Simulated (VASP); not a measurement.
SiO2:

```
CELL_PARAMETERS angstrom
4.19226 0.00000 0.00000
0.00000 4.19226 0.00000
0.00000 0.00000 2.68252
ATOMIC_POSITIONS crystal
Si 0.00000 0.00000 0.00000
Si 0.50000 0.50000 0.50000
O 0.30584 0.30584 0.00000
O 0.19416 0.80584 0.50000
O 0.69416 0.69416 0.00000
O 0.80584 0.19416 0.50000
```

Program: VASP 6.6.1. Alike in all runs: task band structure; potentials or basis VASP PAW PBE potentials, release 64 (Si, O); no spin polarisation; cell as given; k mesh 6 × 6 × 8; cutoff (eV) 520; smearing gaussian 0.02 eV.

Order these runs on this cell by their band gap on the k mesh, lowest first.
A. level r2SCAN
B. level PBEsol
C. level TB-mBJ

B (5.34 eV), A (6.33 eV), C (6.83 eV).

A k mesh can miss the band edges.

Not every run made on this cell is shown here.
